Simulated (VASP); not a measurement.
# CaSe (Fm-3m) in VASP: further runs

Runs on CaSe. Level: r2SCAN. Tasks: single point.

Program: VASP 6.6.1. These are calculated values, not measurements. Logs are shortened: lines on timing, memory, paths and dates and some standing lists are left out, and cuts for length are marked.

**1. The crystal as given**

It takes space group Fm-3m (No. 225, cubic). Conventional cell: a = 5.912 Å, b = 5.912 Å, c = 5.912 Å, α = 90.00°, β = 90.00°, γ = 90.00°. Around Se (site symmetry m-3m) lie 6 Ca at 2.96 Å. Ca (site symmetry m-3m) is surrounded by 6 Se at 2.96 Å.

**2. Single point, r2SCAN**

The input, INCAR:

```
SYSTEM = CaSe
PREC = Accurate
ENCUT = 550
EDIFF = 1E-6
ISMEAR = 0
SIGMA = 0.05
LREAL = .FALSE.
LASPH = .TRUE.
NELM = 100
ALGO = Normal
ISIF = 2
LWAVE = .FALSE.
LCHARG = .FALSE.
METAGGA = R2SCAN
LMIXTAU = .TRUE.
ADDGRID = .FALSE.
```

The input, KPOINTS:

```
regular mesh
0
G
  6 6 6
  0 0 0
```

The input, POSCAR:

```
CaSe
1.0
    0.0000000000      2.9560000000      2.9560000000
    2.9560000000      0.0000000000      2.9560000000
    2.9560000000      2.9560000000      0.0000000000
Se Ca
1 1
Direct
    0.5000000000      0.5000000000      0.5000000000
    0.0000000000      0.0000000000      0.0000000000
```

Potentials or basis: VASP PAW PBE potentials, release 64 (Se, Ca_sv).

Run with:

```console
$ cat potpaw_PBE.64/Se/POTCAR potpaw_PBE.64/Ca_sv/POTCAR > POTCAR
$ mpirun -np 1 vasp_std > vasp.out
```

OUTCAR:

```text
SYSTEM = CaSe
   PREC = Accurate
   ENCUT = 550
   EDIFF = 1E-6
   ISMEAR = 0
   LREAL = .FALSE.
   LASPH = .TRUE.
   NELM = 100
   ISIF = 2
   METAGGA = R2SCAN

 Found     16 irreducible k-points:

 Following reciprocal coordinates:
            Coordinates               Weight
  0.000000  0.000000  0.000000      1.000000
  0.166667  0.000000  0.000000      8.000000
  0.333333  0.000000  0.000000      8.000000
  0.500000  0.000000  0.000000      4.000000
  0.166667  0.166667  0.000000      6.000000
  0.333333  0.166667  0.000000     24.000000
   k-points           NKPTS =     16   k-points in BZ     NKDIM =     16   number of bands    NBANDS=     12
   number of dos      NEDOS =    301   number of ions     NIONS =      2
   total plane-waves  NPLWV =  32768
   dimension x,y,z NGX =    32 NGY =   32 NGZ =   32
   dimension x,y,z NGXF=    64 NGYF=   64 NGZF=   64
   ions per type =               1   1
   NGX,Y,Z   is equivalent  to a cutoff of  12.73, 12.73, 12.73 a.u.
   NGXF,Y,Z  is equivalent  to a cutoff of  25.45, 25.45, 25.45 a.u.
 SYSTEM =  CaSe
   PREC   = accura    normal or accurate (medium, high low for compatibility)
   ISTART =      0    job   : 0-new  1-cont  2-samecut
   ICHARG =      2    charge: 1-file 2-atom 10-const
   ISPIN  =      1    spin polarized calculation?
   LNONCOLLINEAR =      F non collinear calculations
   LSORBIT =      F    spin-orbit coupling
   LASPH  =      T    aspherical Exc in radial PAW
   ENCUT  =  550.0 eV  40.42 Ry    6.36 a.u.   7.99  7.99  7.99*2*pi/ulx,y,z
   NELM   =    100;   NELMIN=  2; NELMDL= -5     # of ELM steps
   EDIFF  = 0.1E-05   stopping-criterion for ELM
   LREAL  =      F    real-space projection
   EDIFFG = 0.1E-04   stopping-criterion for IOM
   NSW    =      0    number of steps for IOM
   IBRION =     -1    ionic relax: 0-MD 1-quasi-New 2-CG
   NFREE  =      0    steps in history (QN), initial steepest desc. (CG)
   ISIF   =      2    stress and relaxation
   ISYM   =      2    0-nonsym 1-usesym 2-fastsym
   POTIM  = 0.5000    time-step for ionic-motion
   TEBEG  =    0.0;   TEEND  =   0.0 temperature during run
   PSTRESS=    0.0 pullay stress
   NELECT =      16.0000    total number of electrons
   NUPDOWN=      -1.0000    fix difference up-down
   EMIN   =  10.00;   EMAX   =-10.00  energy-range for DOS
   EFERMI =   0.00;   METHOD = LEGACY
   ISMEAR =     0;   SIGMA  =   0.05  broadening in eV -4-tet -1-fermi 0-gaus
   EFERMI_NEDOS =   21; number of points for ismear=-14 and -15
   IALGO  =     38    algorithm
   IMIX   =      4    mixing-type and parameters
     AMIX     =   0.40;   BMIX     =  1.00
     AMIX_MAG =   1.60;   BMIX_MAG =  1.00
  volume/ion in A,a.u.               =      25.83       174.30
  Fermi-wavevector in a.u.,A,eV,Ry     =   1.107645  2.093145 16.692666  1.226876
  Thomas-Fermi vector in A             =   2.244161
   LORBIT       =      0    0 simple, 1 ext, 2 COOP (PROOUT), +10 PAW based schemes
   METAGGA = R2SCAN    functional components
   LHFCALC =     F    Hartree Fock is set to
   AEXX    =    0.0000 exact exchange contribution
   IVDW    =     0    specifies the selected vdW correction
   LEPSILON=     F    determine dielectric tensor
   LRPA    =     F    only Hartree local field effects (RPA)
 non-spin polarized calculation
 Gauss-broadening in eV      SIGMA  =   0.05
  energy-cutoff  :      550.00
  volume of cell :       51.66
 maximum number of plane-waves:      1527
   NGX = 15   NGY = 15   NGZ = 15

 number of electron      15.9999998 magnetization

 Free energy of the ion-electron system (eV)
  ---------------------------------------------------
  ext. energy  EPLUGINS =         0.00000000
  ---------------------------------------------------
  free energy    TOTEN  =       -25.97683891 eV

  energy without entropy =      -25.97683891  energy(sigma->0) =      -25.97683891

 E-fermi :   2.4157     XC(G=0):  -9.5873

 val. band max:        2.1953516549   @ k =   0.0000   0.0000   0.0000
 cond. band min:       4.6843377005   @ k =   0.5000   0.5000   0.0000
 fundamental gap:      2.4889860455
 Fermi energy:         2.4156658019

 k-point     1 :       0.0000    0.0000    0.0000
  band No.  band energies     occupation
      1     -39.0957      2.00000
      2     -19.2076      2.00000
      3     -19.2076      2.00000
      4     -19.2076      2.00000
      5     -10.0048      2.00000
      6       2.1953      2.00000
      7       2.1953      2.00000
      8       2.1954      2.00000
      9       6.3431      0.00000
     10       6.4216      0.00000
     11       6.4216      0.00000
     12       6.4216      0.00000

 k-point     2 :       0.1667    0.0000    0.0000
  band No.  band energies     occupation
      1     -39.0940      2.00000
      2     -19.2377      2.00000
      3     -19.2095      2.00000
      4     -19.2094      2.00000
      5      -9.8381      2.00000
      6       1.0548      2.00000
      7       1.8154      2.00000
      8       1.8154      2.00000
      9       6.4080      0.00000
     10       6.7934      0.00000
     11       6.7935      0.00000
     12       7.7226      0.00000

 k-point     3 :       0.3333    0.0000    0.0000
  band No.  band energies     occupation
      1     -39.0906      2.00000
      2     -19.2964      2.00000
      3     -19.2130      2.00000
      4     -19.2130      2.00000
      5      -9.4768      2.00000
      6      -0.4672      2.00000
      7       1.2379      2.00000
      8       1.2379      2.00000
      9       6.7242      0.00000
     10       7.6572      0.00000
     11       7.6573      0.00000
     12       8.9800      0.00000

 k-point     4 :       0.5000    0.0000    0.0000
  band No.  band energies     occupation
      1     -39.0889      2.00000
      2     -19.3251      2.00000
      3     -19.2148      2.00000
      4     -19.2148      2.00000
      5      -9.2783      2.00000
      6      -1.0889      2.00000
      7       1.0021      2.00000
      8       1.0021      2.00000
      9       7.3191      0.00000
     10       8.2970      0.00000
     11       8.3178      0.00000
     12       8.3179      0.00000

 k-point     5 :       0.1667    0.1667    0.0000
  band No.  band energies     occupation
      1     -39.0934      2.00000
      2     -19.2342      2.00000
      3     -19.2159      2.00000
      4     -19.2159      2.00000
      5      -9.8007      2.00000
      6       0.8003      2.00000
      7       1.8359      2.00000
      8       1.8359      2.00000
      9       5.8582      0.00000
     10       6.9879      0.00000
     11       7.2020      0.00000
     12       7.3494      0.00000

 k-point     6 :       0.3333    0.1667    0.0000
  band No.  band energies     occupation
      1     -39.0906      2.00000
      2     -19.2752      2.00000
      3     -19.2218      2.00000
      4     -19.2206      2.00000
      5      -9.5443      2.00000
      6      -0.1209      2.00000
      7       1.2222      2.00000
      8       1.4194      2.00000
      9       5.9553      0.00000
     10       7.7115      0.00000
     11       7.7479      0.00000
     12       8.3183      0.00000

 [... further k-points ...]
[... 5 lines left out ...]
  --------------------------------------------------------------------------------------
  -------------------------------------------------------------------------------------
  Total        0.2807979      0.2807979      0.2807979      0.0000000     -0.0000000      0.0000000
  in kB        8.7088583      8.7088583      8.7088583      0.0000000     -0.0000000      0.0000000
  external PRESSURE =       8.7088583 kB  Pullay stress =       0.0000000 kB

 VOLUME and BASIS-vectors are now :
 -----------------------------------------------------------------------------
  energy-cutoff  :      550.00
  volume of cell :       51.66
      direct lattice vectors                 reciprocal lattice vectors
     0.000000000  2.956000000  2.956000000    -0.169147497  0.169147497  0.169147497
     2.956000000  0.000000000  2.956000000     0.169147497 -0.169147497  0.169147497
     2.956000000  2.956000000  0.000000000     0.169147497  0.169147497 -0.169147497

 POSITION                                       TOTAL-FORCE (eV/Angst)
 -----------------------------------------------------------------------------------
      2.95600      2.95600      2.95600        -0.000000     -0.000000      0.000000
      0.00000      0.00000      0.00000         0.000000      0.000000     -0.000000
 -----------------------------------------------------------------------------------
    total drift:                                0.000000     -0.000000     -0.000000

  FREE ENERGIE OF THE ION-ELECTRON SYSTEM (eV)
  ---------------------------------------------------
  free  energy   TOTEN  =       -25.9768389143 eV

  energy  without entropy=      -25.9768389143  energy(sigma->0) =      -25.97683891
```

Wall time 31 s (1 thread of Intel Xeon Platinum 8488C (Sapphire Rapids), shared host); peak memory 0.18 GiB.

The run converged, but some of its settings lie outside the range that counts as converged, so its numbers aren't taken as properties of the crystal.

What came out:

- Free energy: -25.9768 eV
- Pressure: 0.9 GPa
- Band gap on the k mesh: 2.49 eV, indirect (least direct gap 3.44 eV)

Caveat: the PAW data sets were made with another functional, which shifts forces and pressure a little.

**3. Single point, r2SCAN**

INCAR is that of step 2.

KPOINTS is that of step 2.

The input, POSCAR:

```
CaSe
1.0
    0.0000000000      2.9560000000      2.9560000000
    2.9560000000      0.0000000000      2.9560000000
    2.9560000000      2.9560000000      0.0000000000
Se Ca
1 1
Direct
    0.5137070000      0.4880300000      0.5023060000
    0.0084580000     -0.0027510000     -0.0091450000
```

Potentials or basis: VASP PAW PBE potentials, release 64 (Se, Ca_sv).

Run with:

```console
$ cat potpaw_PBE.64/Se/POTCAR potpaw_PBE.64/Ca_sv/POTCAR > POTCAR
$ mpirun -np 1 vasp_std > vasp.out
```

Run time: 2.3 min. Hardware: 1 thread of Intel Xeon Platinum 8488C (Sapphire Rapids), shared host; peak memory 0.24 GiB.

The run converged, but some of its settings lie outside the range that counts as converged, so its numbers aren't taken as properties of the crystal.

What came out:

```
Free energy            : -25.9724 eV
Pressure               : 0.9 GPa
Largest force          : 0.176 eV/Å
Band gap on the k mesh : 2.49 eV, indirect (least direct gap 3.44 eV)
```

Caveat: the PAW data sets were made with another functional, which shifts forces and pressure a little.
